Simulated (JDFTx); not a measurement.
# AgCl (Chlorargyrite) (Fm-3m) in JDFTx: reference runs

Aim: a first look at AgCl (Chlorargyrite) with PBEsol, on the cell as given.

All numbers are computed with JDFTx 1.7.0 (patched build); they aren't measurements. Logs are shortened: lines on timing, memory, paths and dates and some standing lists are left out, and cuts for length are marked. The log counts tension as positive stress, the text compression.

**The experiment to reproduce.**

A printed reference work, data compilation reports, for a bulk crystal of AgCl: band gap 3.249 eV (indirect).

The runs below are set against these values where they give the same quantity.

### Step 1. The crystal as given

The structure is cubic, space group Fm-3m (No. 225). Conventional cell: a = 5.470 Å, b = 5.470 Å, c = 5.470 Å, α = 90.00°, β = 90.00°, γ = 90.00°. Ag (site symmetry m-3m) has 6 Cl at 2.73 Å as nearest neighbours. Cl (site symmetry m-3m) has 6 Ag at 2.73 Å as nearest neighbours.

### Step 2. Single point, PBEsol

Contents of AgCl.in:

```
lattice \
    0.0000000000     5.1684009509     5.1684009509 \
    5.1684009509     0.0000000000     5.1684009509 \
    5.1684009509     5.1684009509     0.0000000000
coords-type Lattice
ion Ag     0.0000000000     0.0000000000     0.0000000000 1
ion Cl     0.5000000000     0.5000000000     0.5000000000 1

ion-species pseudo/Ag.upf
ion-species pseudo/Cl.upf
elec-cutoff 41 328
elec-ex-corr gga-PBEsol
kpoint-folding 8 8 8
elec-smearing Fermi 0.0018374661
elec-n-bands 19
electronic-SCF nIterations 100 energyDiffThreshold 1e-09
electronic-minimize nIterations 30 energyDiffThreshold 1e-7
converge-empty-states yes
forces-output-coords Cartesian

dump-name run.$VAR
dump End Ecomponents EigStats BandEigs Kpoints Forces Stress
```

Potentials or basis: PseudoDojo-SR-PBEsol-0.4.1-standard with smoothed tails.

Run with:

```console
$ jdftx -c 1 -i AgCl.in -o AgCl.out
```

Standard output:

```text
*************** JDFTx 1.7.0 (patched build) ***************

[... 9 lines left out ...]
---------- Initializing the Grid ----------
R =
[            0       5.1684       5.1684  ]
[       5.1684            0       5.1684  ]
[       5.1684       5.1684            0  ]
unit cell volume = 276.12
G =
[  -0.607846   0.607846   0.607846  ]
[   0.607846  -0.607846   0.607846  ]
[   0.607846   0.607846  -0.607846  ]
Minimum fftbox size, Smin = [  60  60  60  ]
Chosen fftbox size, S = [  60  60  60  ]

---------- Initializing tighter grid for wavefunction operations ----------
R =
[            0       5.1684       5.1684  ]
[       5.1684            0       5.1684  ]
[       5.1684       5.1684            0  ]
unit cell volume = 276.12
G =
[  -0.607846   0.607846   0.607846  ]
[   0.607846  -0.607846   0.607846  ]
[   0.607846   0.607846  -0.607846  ]
Minimum fftbox size, Smin = [  44  44  44  ]
Chosen fftbox size, S = [  48  48  48  ]

---------- Exchange Correlation functional ----------
Initalized PBEsol GGA exchange.
Initalized PBEsol GGA correlation.

---------- Setting up pseudopotentials ----------
Width of ionic core gaussian charges (only for fluid interactions / plotting) set to 0

Reading pseudopotential file 'pseudo/Ag.upf':
  'Ag' pseudopotential, 'PBESOL' functional
  Generated using ONCVPSP code by D. R. Hamann
  19 valence electrons, 4 orbitals, 6 projectors, 1001 radial grid points, with lMax = 2
    4S    l: 0   occupation:  2.0   eigenvalue: -3.490036
    4P    l: 1   occupation:  6.0   eigenvalue: -2.150336
    4D    l: 2   occupation: 10.0   eigenvalue: -0.273895
    5S    l: 0   occupation:  1.0   eigenvalue: -0.162475
  Core radius for overlap checks: 1.53 bohrs.

Reading pseudopotential file 'pseudo/Cl.upf':
  'Cl' pseudopotential, 'PBESOL' functional
  Generated using ONCVPSP code by D. R. Hamann
  7 valence electrons, 2 orbitals, 6 projectors, 1001 radial grid points, with lMax = 2
    3S    l: 0   occupation:  2.0   eigenvalue: -0.757712
    3P    l: 1   occupation:  5.0   eigenvalue: -0.314633
  Core radius for overlap checks: 1.71 bohrs.

Initialized 2 species with 2 total atoms.

Folded 1 k-points by 8x8x8 to 512 k-points.

---------- Setting up k-points, bands, fillings ----------
Reduced to 29 k-points under symmetry.
Computing the number of bands and number of electrons
Calculating initial fillings.
nElectrons:  26.000000   nBands: 19   nStates: 29

----- Setting up reduced wavefunction bases (one per k-point) -----
average nbasis = 3462.350 , ideal nbasis = 3462.329

---------- Setting up ewald sum ----------
Optimum gaussian width for ewald sums = 2.347398 bohr.
Real space sum over 1331 unit cells with max indices [  5  5  5  ]
Reciprocal space sum over 2197 terms with max indices [  6  6  6  ]

---------- Allocating electronic variables ----------
Initializing wave functions:  linear combination of atomic orbitals
Note: number of bands (19) exceeds available atomic orbitals (14)
Ag pseudo-atom occupations:   s ( 2 1 )  p ( 6 )  d ( 10 )
Cl pseudo-atom occupations:   s ( 2 )  p ( 5 )
	FillingsUpdate:  mu: +0.356897134  nElectrons: 26.000000
LCAOMinimize: Iter:   0  F: -162.4060964805690048  |grad|_K:  1.621e-03  alpha:  1.000e+00
	FillingsUpdate:  mu: +0.351220293  nElectrons: 26.000000
LCAOMinimize: Iter:   1  F: -162.4136067609371992  |grad|_K:  9.967e-05  alpha:  5.120e-01  linmin: -1.823e-01  cgtest:  4.328e-01
LCAOMinimize: Encountered beta<0, resetting CG.
	FillingsUpdate:  mu: +0.350311999  nElectrons: 26.000000
LCAOMinimize: Iter:   2  F: -162.4136420619738317  |grad|_K:  1.171e-05  alpha:  6.797e-01  linmin:  1.163e-02  cgtest: -3.556e-02
	FillingsUpdate:  mu: +0.350293531  nElectrons: 26.000000
LCAOMinimize: Iter:   3  F: -162.4136424625767177  |grad|_K:  1.942e-06  alpha:  5.611e-01  linmin:  1.853e-04  cgtest:  3.385e-02
	FillingsUpdate:  mu: +0.350304021  nElectrons: 26.000000
LCAOMinimize: Iter:   4  F: -162.4136424803606076  |grad|_K:  1.568e-07  alpha:  9.010e-01  linmin: -6.961e-04  cgtest:  1.487e-03
LCAOMinimize: Converged (|Delta F|<1.000000e-06 for 2 iters).

-------- Electronic minimization -----------
Will mix electronic density at each iteration.
	FillingsUpdate:  mu: +0.350304021  nElectrons: 26.000000
	FillingsUpdate:  mu: +0.345386234  nElectrons: 26.000000
SCF: Cycle:  0   F: -162.444353238416028   dF: -3.071e-02   |Residual|: 5.018e-02   |deigs|: 1.149e-01
	FillingsUpdate:  mu: +0.339491912  nElectrons: 26.000000
SCF: Cycle:  1   F: -162.447388302441340   dF: -3.035e-03   |Residual|: 1.428e-02   |deigs|: 1.108e-02
	FillingsUpdate:  mu: +0.337737833  nElectrons: 26.000000
SCF: Cycle:  2   F: -162.447611707543103   dF: -2.234e-04   |Residual|: 4.567e-03   |deigs|: 3.082e-03
	FillingsUpdate:  mu: +0.337967649  nElectrons: 26.000000
SCF: Cycle:  3   F: -162.447618456236370   dF: -6.749e-06   |Residual|: 1.235e-03   |deigs|: 7.151e-04
	FillingsUpdate:  mu: +0.337707849  nElectrons: 26.000000
SCF: Cycle:  4   F: -162.447620468264034   dF: -2.012e-06   |Residual|: 8.161e-04   |deigs|: 5.602e-04
	FillingsUpdate:  mu: +0.337862333  nElectrons: 26.000000
SCF: Cycle:  5   F: -162.447621509794004   dF: -1.042e-06   |Residual|: 2.105e-04   |deigs|: 3.329e-04
	FillingsUpdate:  mu: +0.337858350  nElectrons: 26.000000
SCF: Cycle:  6   F: -162.447621695209051   dF: -1.854e-07   |Residual|: 1.137e-04   |deigs|: 1.727e-04
	FillingsUpdate:  mu: +0.337849439  nElectrons: 26.000000
SCF: Cycle:  7   F: -162.447621763078388   dF: -6.787e-08   |Residual|: 3.164e-05   |deigs|: 1.234e-04
	FillingsUpdate:  mu: +0.337846035  nElectrons: 26.000000
SCF: Cycle:  8   F: -162.447621788028158   dF: -2.495e-08   |Residual|: 4.440e-05   |deigs|: 1.306e-04
	FillingsUpdate:  mu: +0.337848738  nElectrons: 26.000000
SCF: Cycle:  9   F: -162.447621797274479   dF: -9.246e-09   |Residual|: 1.797e-05   |deigs|: 1.229e-04
	FillingsUpdate:  mu: +0.337851262  nElectrons: 26.000000
SCF: Cycle: 10   F: -162.447621800525326   dF: -3.251e-09   |Residual|: 9.838e-06   |deigs|: 1.179e-04
	FillingsUpdate:  mu: +0.337850308  nElectrons: 26.000000
SCF: Cycle: 11   F: -162.447621801875727   dF: -1.350e-09   |Residual|: 2.848e-06   |deigs|: 1.340e-04
	FillingsUpdate:  mu: +0.337850315  nElectrons: 26.000000
SCF: Cycle: 12   F: -162.447621802248960   dF: -3.732e-10   |Residual|: 3.166e-06   |deigs|: 1.198e-04
	FillingsUpdate:  mu: +0.337849993  nElectrons: 26.000000
SCF: Cycle: 13   F: -162.447621802410538   dF: -1.616e-10   |Residual|: 6.008e-06   |deigs|: 1.738e-04
SCF: Converged (|Delta E|<1.000000e-09 for 2 iters).

Setting wave functions to eigenvectors of Hamiltonian
Converging empty states (this may take a while): |deigs|: 7.611e-04

# Stress tensor in Cartesian coordinates [Eh/a0^3]:
[  2.54303e-05            0            0  ]
[            0  2.54303e-05            0  ]
[            0            0  2.54303e-05  ]

# Ionic positions in lattice coordinates:
ion Ag   0.000000000000000   0.000000000000000   0.000000000000000 1
ion Cl   0.500000000000000   0.500000000000000   0.500000000000000 1

# Forces in Cartesian coordinates:
force Ag  -0.000000000000000   0.000000000000000  -0.000000000000000 1
force Cl   0.000000000000000   0.000000000000000  -0.000000000000000 1

# Energy components:
   Eewald =     -104.9484365845424918
       EH =       49.4306813888350192
     Eloc =     -147.1756909208527873
      Enl =        0.0485517101159192
      Exc =      -27.4635392985046067
 Exc_core =        8.8366152708684655
       KE =       58.8241970255089583
-------------------------------------
     Etot =     -162.4476214085715071
       TS =        0.0000003938390224
-------------------------------------
        F =     -162.4476218024105378

IonicMinimize: Iter:   0  F: -162.447621802410538  |grad|_K:        nan
IonicMinimize: None of the convergence criteria satisfied after 0 iterations.

#--- Lowdin population analysis ---
# oxidation-state Ag +0.549
# oxidation-state Cl -0.459

Dumping 'run.eigStats' ...
	eMin: -2.979694 at state 0 ( [ +0.000000 +0.000000 +0.000000 ] spin 0 )
	HOMO: +0.321687 at state 4 ( [ +0.000000 +0.000000 +0.500000 ] spin 0 )
	mu  : +0.337852
	LUMO: +0.348409 at state 0 ( [ +0.000000 +0.000000 +0.000000 ] spin 0 )
	eMax: +0.861961 at state 17 ( [ +0.000000 +0.375000 +0.375000 ] spin 0 )
	HOMO-LUMO gap: +0.026722
	Optical gap  : +0.116917 at state 1 ( [ +0.000000 +0.000000 +0.125000 ] spin 0 )
Done!
[note: mu as printed may lie anywhere between the filled and the empty levels]
```

Run time: 2 min. Hardware: 1 thread of Arm Neoverse V2, shared host; peak memory 0.14 GiB.

Results:

| Property | Result |
| --- | --- |
| Free energy | -4420.4250 eV |
| Pressure | -0.7 GPa |
| Band gap on the k mesh | 0.73 eV, indirect (least direct gap 3.18 eV) |
| Loewdin charges | Ag +0.55; Cl -0.46 e |

### Step 3. How close it comes

Step 2. A measured gap of AgCl is 3.249 eV (indirect; a printed reference work, data compilation); the calculated 0.73 eV misses it by -2.52 eV. So large a miss can be the level of theory's own, or it may mean another phase, state or a wrong row. Spin-orbit coupling on Ag is left out. The value is that of PBEsol on a finite k mesh, which can miss the band edges, without temperature or zero-point motion. Semilocal functionals fall short of measured gaps as a rule.
